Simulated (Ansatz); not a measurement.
Relaxed bulk BN:

```
B N
1.0
     0.00000    3.33948    2.16883
     1.25384    0.00000    2.16883
     1.25384    3.33948    0.00000
B N
1 1
Direct
  0.00011 0.00011 0.99989
  0.66659 0.66659 0.33341
```

Miller indices refer to the conventional cell of Fmm2 (No. 42), a = 2.508 Å, b = 6.679 Å, c = 4.338 Å, α = 90.00°, β = 90.00°, γ = 90.00°. The bulk's gap is 3.54 eV.

Method: Ansatz 0.2.0, DFT PBE+D3(BJ), scalar-relativistic, plane waves, PAW. Cutoff 420 eV, Gaussian smearing of 0.05 eV, no spin polarisation. A dipole correction acts along the normal.

This cut of an insulator is polar or leaves open shells, so the slab is metallic here; real surfaces compensate by reconstruction or adsorbates.

A relaxed slab with low-index faces, about a nanometre thick, has these properties:

```json
{"Surface energy (mean of both faces)": "6.10 J/m²", "Gap of the slab on the mesh": "none (metal or semimetal)", "Work function": "5.52 eV (top), 7.72 eV (bottom)", "Dipole of the slab along +c, per cell": "0.11 e·Å"}
```

Problem. Which low-index plane was cut, and which atoms end it?

Solution. The (111) plane, with B in the top plane and N in the bottom one as cut, before relaxation. The planes from bottom to top: N, B, N, B, N, B, N, B, N, B, N, B.

Spin polarisation was left out, and a magnetic state may lie lower.

The reference crystal is a form of BN, which isn't its usual structure.